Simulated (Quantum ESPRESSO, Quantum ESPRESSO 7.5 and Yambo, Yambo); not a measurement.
**Quasiparticle gap of GaP (F-43m) in Yambo**

How does a plane-wave GW calculation on GaP (F-43m) run from the first input to the gap?

Calculated with Quantum ESPRESSO 7.5 and Yambo 5.3.0; PBE and many-body steps on it, plane waves.

**Experimental background.**

- Gap 2.25 ± 0.04 eV: optical gap from Tauc plot (fundamental, indirect); spectroscopic ellipsometry, Tauc-Lorentz fit and Tauc plot; 300 K; film (GaP layer on Si reference sample) on Si (“Assessment of GaPSb/Si tandem material association properties for photoelectrochemical cells”, 2020, arxiv:2002.02774).

### Step 1. Set-up

The structure is cubic, space group F-43m (No. 216). The conventional cell has a = 5.450 Å, b = 5.450 Å, c = 5.450 Å, α = 90.00°, β = 90.00°, γ = 90.00°. Nearest to Ga lie 4 P at 2.36 Å. Nearest to P lie 4 Ga at 2.36 Å. Farther neighbours are not listed.

The cell and positions come from the Crystallography Open Database and are kept as given unless a step says otherwise.

### Step 2. Ground state

This step: Quantum ESPRESSO 7.5; DFT, PBE, plane waves, norm-conserving pseudopotentials.

The ground-state density comes first.

File pw.in:

```
&control
  calculation = 'scf'
  prefix = 'x'
  outdir = 'o'
  pseudo_dir = 'pseudo'
/
&system
  ibrav = 0
  nat = 2
  ntyp = 2
  ecutwfc = 104.0
  nbnd = 18
  force_symmorphic = .true.
/
&electrons
  conv_thr = 1e-10
  electron_maxstep = 80
  mixing_beta = 0.5
/
ATOMIC_SPECIES
  Ga 69.723 Ga.upf
  P 30.974 P.upf
CELL_PARAMETERS angstrom
  0.0000000000 2.7252500000 2.7252500000
  2.7252500000 0.0000000000 2.7252500000
  2.7252500000 2.7252500000 0.0000000000
ATOMIC_POSITIONS crystal
  Ga 0.0000000000 0.0000000000 0.0000000000
  P 0.2500000000 0.2500000000 0.2500000000
K_POINTS automatic
  6 6 6 0 0 0
```

Started as:

```sh
$ OMP_NUM_THREADS=1 mpirun -n 8 pw.x -nk 8 -in pw.in > pw.out
```

What it wrote:

```text
Program PWSCF v.7.5 starts

     This program is part of the open-source Quantum ESPRESSO suite
     for quantum simulation of materials; please cite
         "P. Giannozzi et al., J. Phys.:Condens. Matter 21 395502 (2009);
         "P. Giannozzi et al., J. Phys.:Condens. Matter 29 465901 (2017);
         "P. Giannozzi et al., J. Chem. Phys. 152 154105 (2020);
     in publications or presentations arising from this work. More details at
     Message from routine setup:
     using ibrav=0 with symmetry is DISCOURAGED, use correct ibrav instead

     G-vector sticks info

     bravais-lattice index     =            0
     lattice parameter (alat)  =       7.2832  a.u.
     unit-cell volume          =     273.1780 (a.u.)^3
     number of atoms/cell      =            2
     number of atomic types    =            2
     number of electrons       =        26.00
     number of Kohn-Sham states=           18
     kinetic-energy cutoff     =     104.0000  Ry
     charge density cutoff     =     416.0000  Ry
     scf convergence threshold =      1.0E-10
     mixing beta               =       0.5000
     number of iterations used =            8  plain     mixing
     Exchange-correlation= PBE
                           (   1   4   3   4   0   0   0)

     celldm(1)=   7.283166  celldm(2)=   0.000000  celldm(3)=   0.000000
     celldm(4)=   0.000000  celldm(5)=   0.000000  celldm(6)=   0.000000

     crystal axes: (cart. coord. in units of alat)
               a(1) = (   0.000000   0.707107   0.707107 )
               a(2) = (   0.707107   0.000000   0.707107 )
               a(3) = (   0.707107   0.707107   0.000000 )

     reciprocal axes: (cart. coord. in units 2 pi/alat)
               b(1) = ( -0.707107  0.707107  0.707107 )
               b(2) = (  0.707107 -0.707107  0.707107 )
               b(3) = (  0.707107  0.707107 -0.707107 )
     Pseudo is Norm-conserving + core correction, Zval = 21.0
     Generated using ONCVPSP code by D. R. Hamann
     Using radial grid of 1902 points,  6 beta functions with:
     Pseudo is Norm-conserving + core correction, Zval =  5.0
     Generated using ONCVPSP code by D. R. Hamann
     Using radial grid of 1298 points,  6 beta functions with:
     Ga               21.00    69.72300     Ga( 1.00)
     P                 5.00    30.97400     P ( 1.00)

     24 Sym. Ops. (no inversion) found

   Cartesian axes

     site n.     atom                  positions (alat units)
         1        Ga     tau(   1) = (   0.0000000   0.0000000   0.0000000  )
         2        P      tau(   2) = (   0.3535534   0.3535534   0.3535534  )

     number of k points=    16
                       cart. coord. in units 2pi/alat
        k(    1) = (   0.0000000   0.0000000   0.0000000), wk =   0.0092593
        k(    2) = (   0.1178511   0.1178511  -0.1178511), wk =   0.0740741
        k(    3) = (   0.2357023   0.2357023  -0.2357023), wk =   0.0740741
        k(    4) = (  -0.3535534  -0.3535534   0.3535534), wk =   0.0370370
        k(    5) = (   0.2357023   0.0000000  -0.0000000), wk =   0.0555556
        k(    6) = (   0.3535534   0.1178511  -0.1178511), wk =   0.2222222
        k(    7) = (  -0.2357023  -0.4714045   0.4714045), wk =   0.2222222
        k(    8) = (  -0.1178511  -0.3535534   0.3535534), wk =   0.2222222
        k(    9) = (   0.0000000  -0.2357023   0.2357023), wk =   0.1111111
        k(   10) = (   0.4714045   0.0000000  -0.0000000), wk =   0.0555556
     [... 4 further rows ...]
        k(   15) = (  -0.1178511  -0.3535534   0.5892557), wk =   0.2222222
        k(   16) = (  -0.7071068   0.2357023   0.0000000), wk =   0.1111111

     Dense  grid:    39189 G-vectors     FFT dimensions: (  48,  48,  48)

     Initial potential from superposition of free atoms

     starting charge      25.9972, renormalised to      26.0000
     Starting wfcs are   17 randomized atomic wfcs +    1 random wfcs

     per-process dynamical memory:    32.8 Mb

     Self-consistent Calculation

     iteration #  1     ecut=   104.00 Ry     beta= 0.50

     Threshold (ethr) on eigenvalues was too large:
     Diagonalizing with lowered threshold

     total energy              =    -510.55466141 Ry
     estimated scf accuracy    <       0.07627320 Ry

     iteration #  2     ecut=   104.00 Ry     beta= 0.50

     total energy              =    -510.56714666 Ry
     estimated scf accuracy    <       0.00763561 Ry

     iteration #  3     ecut=   104.00 Ry     beta= 0.50

     total energy              =    -510.56757470 Ry
     estimated scf accuracy    <       0.00140387 Ry

     iteration #  4     ecut=   104.00 Ry     beta= 0.50

     total energy              =    -510.56761401 Ry
     estimated scf accuracy    <       0.00002114 Ry

     iteration #  5     ecut=   104.00 Ry     beta= 0.50

     total energy              =    -510.56761898 Ry
     estimated scf accuracy    <       0.00000134 Ry

     iteration #  6     ecut=   104.00 Ry     beta= 0.50

     total energy              =    -510.56761937 Ry
     estimated scf accuracy    <       0.00000011 Ry

     iteration #  7     ecut=   104.00 Ry     beta= 0.50

     total energy              =    -510.56761939 Ry
     estimated scf accuracy    <       0.00000001 Ry

     iteration #  8     ecut=   104.00 Ry     beta= 0.50

     total energy              =    -510.56761940 Ry
     estimated scf accuracy    <          1.2E-09 Ry

     iteration #  9     ecut=   104.00 Ry     beta= 0.50

     total energy              =    -510.56761940 Ry
     estimated scf accuracy    <          1.8E-10 Ry

     iteration # 10     ecut=   104.00 Ry     beta= 0.50

     End of self-consistent calculation

          k = 0.0000 0.0000 0.0000 (  4909 PWs)   bands (ev):

  -135.1871 -85.9118 -85.9118 -85.9118  -6.3350  -6.3350  -6.3350  -6.2380
    -6.2380  -4.2883   8.2046   8.2046   8.2046  10.0222  12.0913  12.0913
    12.0913  17.0191

          k = 0.1179 0.1179-0.1179 (  4894 PWs)   bands (ev):

  -135.1871 -85.9118 -85.9118 -85.9117  -6.3581  -6.3272  -6.3272  -6.2375
    -6.2375  -3.9320   5.8169   7.8340   7.8340  10.6145  12.6393  12.6393
    13.2293  17.1338

          k = 0.2357 0.2357-0.2357 (  4879 PWs)   bands (ev):

  -135.1870 -85.9118 -85.9118 -85.9117  -6.3986  -6.3147  -6.3147  -6.2336
    -6.2336  -2.9849   2.9975   7.2984   7.2984  10.1008  13.0159  13.0159
    15.7999  17.8134

          k =-0.3536-0.3536 0.3536 (  4910 PWs)   bands (ev):

     [... further k-points ...]

     highest occupied, lowest unoccupied level (ev):     8.2046    9.8577

!    total energy              =    -510.56761940 Ry
     estimated scf accuracy    <          4.2E-12 Ry

     The total energy is the sum of the following terms:
     one-electron contribution =    -463.64771123 Ry
     hartree contribution      =     232.70753686 Ry
     xc contribution           =     -55.84463264 Ry
     ewald contribution        =    -223.78281239 Ry

     convergence has been achieved in  10 iterations

     XML data file, charge density, pseudopotentials, collected wavefunctions

=------------------------------------------------------------------------------=
   JOB DONE.
=------------------------------------------------------------------------------=
```

Run time: 5.6 s. Hardware: 8 MPI ranks of AMD EPYC 7R43, shared host; peak memory 0.6 GiB; 42 s of CPU time.

This step gave:

```
total energy               : -6946.6263 eV
gap                        : 1.653 eV
k of the valence top       : 0, 0, 0
k of the conduction bottom : 0, -0.5, -0.5
least direct gap           : 1.818 eV
```

The gap is indirect, with the least direct gap 0.16 eV higher.

### Step 3. Bands along the symmetry lines

Levels along a band path, at the cheap level, show where the edges lie and whether the meshes to come will hold them.

File pw.in:

```
&control
  calculation = 'bands'
  prefix = 'x'
  outdir = 'o'
  pseudo_dir = 'pseudo'
/
&system
  ibrav = 0
  nat = 2
  ntyp = 2
  ecutwfc = 104.0
  nbnd = 19
  force_symmorphic = .true.
/
&electrons
  conv_thr = 1e-9
  electron_maxstep = 80
  diago_full_acc = .true.
  diago_thr_init = 5e-6
/
ATOMIC_SPECIES
  Ga 69.723 Ga.upf
  P 30.974 P.upf
CELL_PARAMETERS angstrom
  0.0000000000 2.7252500000 2.7252500000
  2.7252500000 0.0000000000 2.7252500000
  2.7252500000 2.7252500000 0.0000000000
ATOMIC_POSITIONS crystal
  Ga 0.0000000000 0.0000000000 0.0000000000
  P 0.2500000000 0.2500000000 0.2500000000
K_POINTS crystal
  50
  0.00000000 0.00000000 0.00000000 1
  -0.06250000 -0.06250000 0.00000000 1
  -0.12500000 -0.12500000 0.00000000 1
  -0.18750000 -0.18750000 0.00000000 1
  -0.25000000 -0.25000000 0.00000000 1
  -0.31250000 -0.31250000 0.00000000 1
  -0.37500000 -0.37500000 0.00000000 1
  -0.43750000 -0.43750000 0.00000000 1
  -0.50000000 -0.50000000 0.00000000 1
  -0.48437500 -0.48437500 0.03125000 1
  -0.46875000 -0.46875000 0.06250000 1
  -0.45312500 -0.45312500 0.09375000 1
  -0.43750000 -0.43750000 0.12500000 1
  -0.42187500 -0.42187500 0.15625000 1
  -0.40625000 -0.40625000 0.18750000 1
  -0.39062500 -0.39062500 0.21875000 1
  -0.37500000 -0.37500000 0.25000000 1
  -0.37500000 0.00000000 0.37500000 1
  -0.32812500 0.00000000 0.32812500 1
  -0.28125000 0.00000000 0.28125000 1
  -0.23437500 0.00000000 0.23437500 1
  -0.18750000 0.00000000 0.18750000 1
  -0.14062500 0.00000000 0.14062500 1
  -0.09375000 0.00000000 0.09375000 1
  -0.04687500 0.00000000 0.04687500 1
  0.00000000 0.00000000 0.00000000 1
  0.00000000 0.00000000 0.06250000 1
  0.00000000 0.00000000 0.12500000 1
  0.00000000 0.00000000 0.18750000 1
  0.00000000 0.00000000 0.25000000 1
  0.00000000 0.00000000 0.31250000 1
  0.00000000 0.00000000 0.37500000 1
  0.00000000 0.00000000 0.43750000 1
  -0.00000000 -0.00000000 0.50000000 1
  -0.06250000 -0.03125000 0.46875000 1
  -0.12500000 -0.06250000 0.43750000 1
  -0.18750000 -0.09375000 0.40625000 1
  -0.25000000 -0.12500000 0.37500000 1
  -0.31250000 -0.15625000 0.34375000 1
  -0.37500000 -0.18750000 0.31250000 1
  -0.43750000 -0.21875000 0.28125000 1
  -0.50000000 -0.25000000 0.25000000 1
  -0.50000000 -0.28125000 0.21875000 1
  -0.50000000 -0.31250000 0.18750000 1
  -0.50000000 -0.34375000 0.15625000 1
  -0.50000000 -0.37500000 0.12500000 1
  -0.50000000 -0.40625000 0.09375000 1
  -0.50000000 -0.43750000 0.06250000 1
  -0.50000000 -0.46875000 0.03125000 1
  -0.50000000 -0.50000000 0.00000000 1
```

What it wrote:

```text
[banner, memory and clock lines left out]
Program PWSCF v.7.5 starts

     Atomic positions and unit cell read from directory:
     o/x.save/

     Message from routine setup:
     using ibrav=0 with symmetry is DISCOURAGED, use correct ibrav instead

     G-vector sticks info

     bravais-lattice index     =            0
     lattice parameter (alat)  =       7.2832  a.u.
     unit-cell volume          =     273.1780 (a.u.)^3
     number of atoms/cell      =            2
     number of atomic types    =            2
     number of electrons       =        26.00
     number of Kohn-Sham states=           19
     kinetic-energy cutoff     =     104.0000  Ry
     charge density cutoff     =     416.0000  Ry
     Exchange-correlation= PBE
                           (   1   4   3   4   0   0   0)

     celldm(1)=   7.283166  celldm(2)=   0.000000  celldm(3)=   0.000000
     celldm(4)=   0.000000  celldm(5)=   0.000000  celldm(6)=   0.000000

     crystal axes: (cart. coord. in units of alat)
               a(1) = (   0.000000   0.707107   0.707107 )
               a(2) = (   0.707107   0.000000   0.707107 )
               a(3) = (   0.707107   0.707107   0.000000 )

     reciprocal axes: (cart. coord. in units 2 pi/alat)
               b(1) = ( -0.707107  0.707107  0.707107 )
               b(2) = (  0.707107 -0.707107  0.707107 )
               b(3) = (  0.707107  0.707107 -0.707107 )
     Pseudo is Norm-conserving + core correction, Zval = 21.0
     Generated using ONCVPSP code by D. R. Hamann
     Using radial grid of 1902 points,  6 beta functions with:
     Pseudo is Norm-conserving + core correction, Zval =  5.0
     Generated using ONCVPSP code by D. R. Hamann
     Using radial grid of 1298 points,  6 beta functions with:
     Ga               21.00    69.72300     Ga( 1.00)
     P                 5.00    30.97400     P ( 1.00)

     24 Sym. Ops. (no inversion) found

   Cartesian axes

     site n.     atom                  positions (alat units)
         1        Ga     tau(   1) = (   0.0000000   0.0000000   0.0000000  )
         2        P      tau(   2) = (   0.3535534   0.3535534   0.3535534  )

     number of k points=    50
                       cart. coord. in units 2pi/alat
        k(    1) = (   0.0000000   0.0000000   0.0000000), wk =   0.0400000
        k(    2) = (   0.0000000   0.0000000  -0.0883883), wk =   0.0400000
        k(    3) = (   0.0000000   0.0000000  -0.1767767), wk =   0.0400000
[...]
[... 38 further rows ...]
        k(   49) = (   0.0441942  -0.0000000  -0.7071068), wk =   0.0400000
        k(   50) = (   0.0000000   0.0000000  -0.7071068), wk =   0.0400000

     Dense  grid:    39189 G-vectors     FFT dimensions: (  48,  48,  48)

     The potential is recalculated from file :
     o/x.save/charge-density

     Starting wfcs are   17 randomized atomic wfcs +    2 random wfcs

     Band Structure Calculation

     End of band structure calculation

          k = 0.0000 0.0000 0.0000 (  4909 PWs)   bands (ev):

  -135.1871 -85.9119 -85.9119 -85.9119  -6.3350  -6.3350  -6.3350  -6.2380
    -6.2380  -4.2883   8.2046   8.2046   8.2046  10.0222  12.0913  12.0913
    12.0913  17.0191  17.9322

          k = 0.0000 0.0000-0.0884 (  4925 PWs)   bands (ev):

  -135.1871 -85.9120 -85.9120 -85.9119  -6.3414  -6.3328  -6.3328  -6.2389
[...]
12.3582  17.2971  17.4002

          k = 0.0000 0.0000-0.1768 (  4897 PWs)   bands (ev):

[...]
13.0343  16.2945  18.1743

          k = 0.0000 0.0000-0.2652 (  4905 PWs)   bands (ev):

[...]
k =-0.0000-0.0000-0.4419 (  4897 PWs)   bands (ev):

[...]
k =-0.0000-0.0000-0.6187 (  4888 PWs)   bands (ev):

[...]
k = 0.5303-0.0000-0.5303 (  4914 PWs)   bands (ev):

[...]
k = 0.3977-0.0000-0.3977 (  4896 PWs)   bands (ev):

[...]
k = 0.2652-0.0000-0.2652 (  4878 PWs)   bands (ev):

[...]
k = 0.0000 0.0000 0.0000 (  4909 PWs)   bands (ev):

[...]
k = 0.1326 0.0000-0.7071 (  4894 PWs)   bands (ev):

[...]
k = 0.0884-0.0000-0.7071 (  4884 PWs)   bands (ev):

[...]
k = 0.0442-0.0000-0.7071 (  4886 PWs)   bands (ev):

[...]
18.6220  19.4728  20.3724

          k = 0.0000 0.0000-0.7071 (  4880 PWs)   bands (ev):

  -135.1871 -85.9119 -85.9118 -85.9118  -6.4532  -6.2736  -6.2693  -6.2693
    -6.2157  -1.3230   1.4502   5.5220   5.5221   9.8577  10.0292  18.7819
    18.7820  19.3886  21.1018

     XML data file, pseudopotentials, collected wavefunctions
```

Run time: 4.5 s. Hardware: 8 MPI ranks; peak memory 0.56 GiB.

This step gave:

```yaml
gap: 1.594 eV
k_of_the_valence_top: 0, 0, 0
k_of_the_conduction_bottom: -0.4375, -0.4375, 0
least_direct_gap: 1.818 eV
```

The gap is 1.594 eV, −0.059 eV from the run before at this level.

The electronic bands at the labelled points (eV, zero at the top of the highest filled band):

| point | band 10 | band 11 | band 12 | band 13 | band 14 | band 15 | band 16 | band 17 |
| --- | --- | --- | --- | --- | --- | --- | --- | --- |
| Γ | -12.49 | 0.00 | 0.00 | 0.00 | 1.82 | 3.89 | 3.89 | 3.89 |
| halfway | -11.46 | -3.67 | -1.68 | -1.68 | 2.18 | 3.72 | 6.74 | 6.74 |
| X | -9.53 | -6.75 | -2.68 | -2.68 | 1.65 | 1.82 | 10.58 | 10.58 |
| halfway | -9.51 | -6.70 | -3.24 | -2.57 | 1.85 | 2.75 | 9.52 | 9.66 |
| U | -9.56 | -6.55 | -3.94 | -2.25 | 2.19 | 4.80 | 8.23 | 8.26 |
| jump to K | -9.56 | -6.55 | -3.94 | -2.25 | 2.19 | 4.80 | 8.23 | 8.26 |
| halfway | -11.35 | -4.24 | -2.44 | -0.66 | 3.29 | 4.99 | 5.00 | 5.87 |
| Γ | -12.49 | 0.00 | 0.00 | 0.00 | 1.82 | 3.89 | 3.89 | 3.89 |
| halfway | -11.72 | -3.88 | -0.66 | -0.66 | 2.15 | 4.74 | 4.74 | 6.34 |
| L | -10.43 | -6.63 | -1.12 | -1.12 | 1.67 | 4.72 | 4.72 | 8.28 |
| halfway | -10.02 | -6.42 | -3.19 | -1.93 | 3.45 | 4.30 | 6.45 | 7.91 |
| W | -9.44 | -6.55 | -3.57 | -3.42 | 4.70 | 4.86 | 6.10 | 6.15 |
| halfway | -9.48 | -6.66 | -3.16 | -3.09 | 2.77 | 2.94 | 8.49 | 8.58 |
| X | -9.53 | -6.75 | -2.68 | -2.68 | 1.65 | 1.82 | 10.58 | 10.58 |

The electronic bands as a text plot (rows in eV, shown from -8.0 to 7.5 only):

```
    7.2 |    +             +                 ++         +   +
    6.5 |     ++            ++              +         ++ + +
    5.9 |    +             ++++++++                  +  +++
    5.2 |                       +  ++      +        +    +
    4.6 |  ++            ++      ++      +++++++++++++++++++
    3.9 |++  +++                   ++++++++            ++   +
    3.3 |  ++   ++      +     +++++                  ++
    2.6 | +  +    +    +   +++     ++    +++        +        ++
    2.0 |+    ++++ ++++++++          ++++   +++++ ++          +++
    1.4 |         ++++                           +
    0.7 |
    0.1 |**                        ********
   -0.6 | ***                   ******  *  ****
   -1.2 |    *              ****               ******
   -1.9 |  ** ****         *     ****    **         ***
   -2.5 |    *    *********     *          *         * **      **
   -3.2 |             ***     ** **                   *  ******
   -3.8 |     **         *****              *          *****
   -4.5 |       **              *
   -5.1 |                     **             **
   -5.7 |         *         **                 *
   -6.4 |          **  *****                    ***************
   -7.0 |            **                                        **
   -7.7 |
         Γ           X  U|K            Γ         L        W     X
```

[end of part 1 of 3]

[Paths, hosts, dates, memory and timing lines, banners, echoed tables and standing remarks are left out of the program output.]

[Logs are printed without paths, hosts, clocks, repeated set-up lines and the standing remarks that a program may print on its own settings, such as how far it seeks lower states.]

[Runs of the session that timed out or met a known fault of the program may be left out.]

[Hosts, paths, dates, database ids (printed as entryN), source tags and the programs' standing remarks are cut or masked in the printed files.]
